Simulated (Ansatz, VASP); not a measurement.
**AgCl in VASP and in Ansatz**

Contents of POSCAR:

```
AgCl
1.0
    0.0000000000      2.7598725303      2.7731838126
    2.7598725303      0.0000000000      2.7731838126
    2.7598725303      2.7598725303      0.0000000000
Ag Cl
1 1
Direct
    0.0000000000      0.0000000000      0.0000000000
    0.5000000000      0.5000000000      0.5000000000
```

Contents of INCAR.step1:

```
SYSTEM = AgCl
  PREC = Accurate
  ENCUT = 520
  ISMEAR = 0
  SIGMA = 0.01
  LREAL = .False.
  LASPH = .True.
  NELM = 80
  NBANDS = 16
  GGA = PE
  ALGO = Normal
  EDIFF = 1E-4
  LWAVE = .True.
  LCHARG = .False.
```

Contents of INCAR.step2:

```
SYSTEM = AgCl
  PREC = Accurate
  ENCUT = 520
  EDIFF = 1E-6
  ISMEAR = 0
  SIGMA = 0.01
  LREAL = .False.
  LASPH = .True.
  NELM = 80
  ALGO = Normal
  ISIF = 2
  LWAVE = .False.
  LCHARG = .False.
  METAGGA = R2SCAN
  LMIXTAU = .True.
  NBANDS = 16
  ISTART = 1
```

The input KPOINTS:

```
Automatic mesh
0
Gamma
  8 8 8
  0 0 0
```

Input for Ansatz:

```yaml
crystal:
  lattice:
    - [0.0, 2.7598725303, 2.7731838126]
    - [2.7598725303, 0.0, 2.7731838126]
    - [2.7598725303, 2.7598725303, 0.0]
  atoms:
    - { symbol: Ag, position: [0.0, 0.0, 0.0] }
    - { symbol: Cl, position: [0.5, 0.5, 0.5] }
kpoints:
  mp_grid: { grid: [8, 8, 8] }
  band_path:
    path:
      - [0.0, 0.0, 0.0]
      - [0.5, 0.0, 0.5]
      - [0.625, 0.25, 0.625]
      - [0.375, 0.375, 0.75]
      - [0.5, 0.5, 0.5]
      - [0.5, 0.25, 0.75]
      - [0.0375, 0.0375, 0.075]
    npoints: 1
hamiltonian:
  xc: r2scan
scf:
  occupations: { method: fixed }
  n_extra_bands: 4
output:
  forces: true
  stress: true
  eigenvalues: true
```

Change from the starting cell: biaxial_xy strain -0.5%.

Alike in both runs: task single point; functional r2SCAN; k mesh 8 × 8 × 8; no spin polarisation.

```csv
,VASP,Ansatz
version,VASP 6.6.1,Ansatz 0.2.0
potentials or method,"VASP PAW PBE potentials, release 64 (Ag, Cl)","plane waves, PAW"
plane-wave cutoff (eV),520,500
occupations,"gaussian, width 0.01 eV",fixed
valence electrons in the cell,18,26
```

Ansatz gave:

```
gap on the k mesh at the Fermi level (eV)       : 1.46
pressure (GPa)                                  : 0.5
largest component of the traceless stress (GPa) : 0.10
```

Problem. Which values does VASP return?

Solution. gap on the k mesh at the Fermi level (eV): 1.41; pressure (GPa): 0.4; largest component of the traceless stress (GPa): 0.10.

The two sets of potentials don't hold the same shells in valence.

Caveats: the PAW data sets were made with another functional, which shifts forces and pressure a little (VASP). A k mesh can miss the band edges.
